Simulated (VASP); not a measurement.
Wanted: the native input for a VASP 6.6.1 run.

```
Task                   : relaxation of cell and atoms
Functional             : PBE
Potentials or basis    : VASP PAW PBE potentials, release 64 (Cd, O)
Cutoff                 : 700 eV
k mesh                 : 12 × 12 × 12
Occupations            : gaussian, width 0.02 eV
Spin                   : no spin polarisation
Further INCAR settings : ALGO = Fast; EDIFF = 1e-07; IBRION = 2; EDIFFG = -0.002; NSW = 80; ISIF = 3
```

The structure of CdO lies in POSCAR:

```
CdO
1.0
    0.0000000000      2.3495000000      2.3495000000
    2.3495000000      0.0000000000      2.3495000000
    2.3495000000      2.3495000000      0.0000000000
Cd O
1 1
Direct
    0.0000000000      0.0000000000      0.0000000000
    0.5000000000      0.5000000000      0.5000000000
```

The input as run:

INCAR

```
SYSTEM = CdO
ALGO = Fast
EDIFF = 1E-7
EDIFFG = -0.002
ENCUT = 700
GGA = PE
IBRION = 2
ISIF = 3
ISMEAR = 0
LASPH = .True.
LCHARG = .False.
LREAL = .False.
LWAVE = .False.
NELM = 100
NSW = 80
PREC = Accurate
SIGMA = 0.02
```

KPOINTS

```
k-points
0
Gamma
  12 12 12
  0 0 0
```

Potentials or basis: VASP PAW PBE potentials, release 64 (Cd, O).

Command:

```sh
$ cat potpaw_PBE.64/Cd/POTCAR potpaw_PBE.64/O/POTCAR > POTCAR
$ mpirun -np 1 vasp_std > vasp.out
```

It gave:

* Relaxed volume: 13.65 Å³/atom
* Relaxed cell: a = 3.380 Å, b = 3.380 Å, c = 3.380 Å, α = 60.00°, β = 60.00°, γ = 60.00°
* Space group after relaxing (to 0.05 Å): Fm-3m (No. 225)
* Energy gained by relaxing: 14.9 meV/atom
* Ionic steps: 3
* Pressure after relaxing: 0.0 GPa
* Band gap on the k mesh: none (metal or under the smearing width)

Caveat: this crystal is a semiconductor, whose small gap the functional closes, so the metal is an error of the method.

It took 2.8 min on 1 thread of AMD EPYC 7R43 64-Core Processor (Zen 3), on a shared host, peak memory 0.17 GiB.
